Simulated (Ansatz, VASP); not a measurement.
**MgO: VASP beside Ansatz**

Contents of POSCAR:

```
MgO
1.0
    3.2553350558      0.0000000000      0.0000000000
   -1.6276675279      2.8192028561      0.0000000000
    0.0000000000      0.0000000000      4.9840226120
Mg O
2 2
Direct
    0.3333333333      0.6666666667     -0.0101892103
    0.6666666667      0.3333333333      0.4898107897
    0.3333333333      0.6666666667      0.3851892103
    0.6666666667      0.3333333333      0.8851892103
```

INCAR.step1

```
ALGO     = Normal         # electronic algorithm
EDIFF    = 1E-4           # SCF threshold, eV
ENCUT    = 520            # plane-wave cutoff, eV
GGA      = PE             # functional
ISMEAR   = 0              # smearing method
LASPH    = T              # aspherical terms in the spheres
LCHARG   = F              # write CHGCAR
LREAL    = F              # projectors in reciprocal space
LWAVE    = T              # write WAVECAR
NBANDS   = 16             # bands
NELM     = 100            # most SCF steps
PREC     = Accurate       # precision mode
SIGMA    = 0.01           # smearing width, eV
```

File INCAR.step2:

```
ALGO     = Normal         # electronic algorithm
EDIFF    = 1E-7           # SCF threshold, eV
ENCUT    = 520            # plane-wave cutoff, eV
ISIF     = 2              # what is computed and relaxed
ISMEAR   = 0              # smearing method
ISTART   = 1            
LASPH    = T              # aspherical terms in the spheres
LCHARG   = F              # write CHGCAR
LMIXTAU  = T            
LREAL    = F              # projectors in reciprocal space
LWAVE    = F              # write WAVECAR
METAGGA  = R2SCAN         # meta-GGA
NBANDS   = 16             # bands
NELM     = 100            # most SCF steps
PREC     = Accurate       # precision mode
SIGMA    = 0.01           # smearing width, eV
```

File KPOINTS:

```
k-points
0
Gamma
  12 12 6
```

Input for Ansatz:

```yaml
crystal:
  lattice:
    - [3.2553350558, 0.0, 0.0]
    - [-1.6276675279, 2.8192028561, 0.0]
    - [0.0, 0.0, 4.984022612]
  atoms:
    - { symbol: Mg, position: [0.3333333333, 0.6666666667, -0.0101892103] }
    - { symbol: Mg, position: [0.6666666667, 0.3333333333, 0.4898107897] }
    - { symbol: O, position: [0.3333333333, 0.6666666667, 0.3851892103] }
    - { symbol: O, position: [0.6666666667, 0.3333333333, 0.8851892103] }
kpoints:
  mp_grid: { grid: [12, 12, 6] }
  band_path:
    path:
      - [0.0, 0.0, 0.0]
      - [0.5, 0.0, 0.0]
      - [0.3333333333, 0.3333333333, 0.0]
      - [0.0, 0.0, 0.5]
      - [0.5, 0.0, 0.5]
      - [0.3333333333, 0.3333333333, 0.5]
    npoints: 1
hamiltonian:
  xc: r2scan
scf:
  occupations: { method: fixed }
  n_extra_bands: 5
output:
  forces: true
  stress: true
  eigenvalues: true
```

Change from the starting cell: hydrostatic strain -1.0%.

Alike in both runs: task single point; functional r2SCAN; k mesh 12 × 12 × 6; no spin polarisation.

```csv
,VASP,Ansatz
version,VASP 6.6.1,Ansatz 0.2.0
potentials or method,"VASP PAW PBE potentials, release 64 (Mg, O)","plane waves, PAW"
plane-wave cutoff (eV),520,500
occupations,"gaussian, width 0.01 eV",fixed
valence electrons in the cell,16,32
```

```tsv
	VASP	Ansatz	Ansatz less VASP
gap on the k mesh at the Fermi level (eV)	4.38	4.39	+0.015
pressure (GPa)	3.5	4.1	+0.51
largest component of the traceless stress (GPa)	0.61	0.64	+0.032
```

The two sets of potentials don't hold the same shells in valence.

Caveats: the PAW data sets were made with another functional, which shifts forces and pressure a little (VASP). A k mesh can miss the band edges.
